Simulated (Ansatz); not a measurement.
Sr single point

The input, for Ansatz 0.2.0 (plane waves, PAW):

```yaml
crystal:
  lattice:
    - [-2.263445, 2.263445, 2.263445]
    - [2.263445, -2.263445, 2.263445]
    - [2.263445, 2.263445, -2.263445]
  atoms:
    - { symbol: Sr, position: [0.0, 0.0, 0.0] }
kpoints:
  mp_grid: { grid: [3, 3, 3], shift: [0, 0, 0] }
magnetization:
  spin_polarized: false
scf:
  occupations: { method: gaussian, width: 0.1943 }
hamiltonian:
  pseudopotentials: { kind: paw }
  xc: pbe0
basis:
  ecutwfc: 420
  fft_grid_basis: typed
output:
  forces: true
  stress: true
  eigenvalues: true
  bader: true
  populations: true
  elf: true
  write_potential: true
  volumetric_format: npy
  dos:
    e_range: [-12, 8]
    de: 0.05
    projected: { site_lists: { Sr: [Sr] } }
```

Excerpt of what it printed:

```
Warning: output.stress: scf.convergence.dr2_threshold = 1e-7 eV (the SCF's general default) is looser than the 1e-10 eV advised for a printed stress (1e-10 eV for each atom of the cell: 1).
Warning: output.stress: scf.exx.energy_threshold = 1e-6 eV is looser than the 1e-8 eV advised for a stress under a hybrid functional (1e-8 eV for each atom of the cell: 1). Every SCF of the exchange loop can meet its threshold on dr2 while the loop round them stops early: no threshold on dr2 bounds what that leaves in the stress. Set scf.exx.energy_threshold to 1e-8 eV or tighter.
Pseudopotentials: kind: paw
Pseudopotential: Sr, paw, valence charge 10, recommended cutoff 420 eV (normal), Sr.paw.azcp
Functional definition: PBE0
  exchange = (1 - a)*pbe_x(kappa = kappa, mu = beta*pi^2/3) + a*exact_x
  correlation = pbe_c(beta = beta)
Crystal: 1 atoms, lattice volume = 46.384 Å³
Basis set: ecut = 420 eV, 935 PW (Γ), exchange–correlation on 54×54×54 points (8 copies of the dense FFT grid, shifted against one another)
Bands: 9, of which v1, the nominal top of the filled ones, is band 5 counted from 1 (4 counted from 0)
Symmetry: 48 space group operations
Space group: Im-3m (ITA 229), of the structure as read, at distance tolerance 3.6e-5 Å
k-points: 4 of 27
Initial density: superposition of atomic densities (neutral atoms: chi_scale 0, normalization atom), corrected by the library's trained network
Functional: x = pbe(κ = 0.804, μ = 0.2195), c = pbe(β = 0.0667), warm-up for x = 0.75 pbe(κ = 0.804, μ = 0.2195) + 0.25 exact, c = pbe(β = 0.0667)
Free energy (F): -3546.1518 eV
Frozen-core exchange: fock
Harris-Foulkes:  -3546.1518 eV  (|F-HF|=2.27e-12)
Internal energy: -3546.0867 eV  (E = F + TS)
E sigma→0 (E₀):  -3546.1192 eV
Entropy (-TS):   -0.0651 eV (-65.063 meV/atom)
Fermi energy:    6.7318 eV
--- Per-component energies (eV) ---
  E_band       = -140.5886
  E_kinetic    = 244.1560
  E_local      = -722.1498  (includes V_loc(G=0)·N_el)
  E_nonlocal   = 202.3256
  E_hartree    = 177.7611
  E_xc         = -132.5825
  E_vxc        = -123.9491  (∫ρ·V_xc dr)
  E_exx        = -26.6204  (= α·E_x^exact, valence–valence)
  E_paw        = -2709.8151  (= ΣΔE_a)
  E_vpaw       = -43.2528  (= ΣTr[D̂ρ^β])
  E_aug_tail   =  0.0000  (compensation charges beyond the density's cutoff)
  E_ewald      = -578.8043
  E_core_change = -0.3573  (= ΣΔE_core)
  E_smearing   = -0.0651  (= −TS)
--- Stress (GPa, compression-positive) ---
        4.8239       0.0000       0.0000
        0.0000       4.8239       0.0000
        0.0000       0.0000       4.8239
  P = ⅓ Tr σ = 4.8239 GPa (48.239 kbar)
--- Löwdin populations: 1 site ---
  site symbol       q [e]
     0     Sr      9.2719
  spilling = 0.0728 (of n_electrons = 10.0000)
--- Bader charges: 1 site ---
  site symbol  charge [e]  shift [e]
     0     Sr      0.0000     0.0000
```

Origin: a known structure type with other elements, at an estimated volume, so it need not be a known compound. Caveats: the exchange threshold is loose for a stress; the SCF threshold is loose for a stress; hybrid functional on a coarse k mesh; wide smearing.
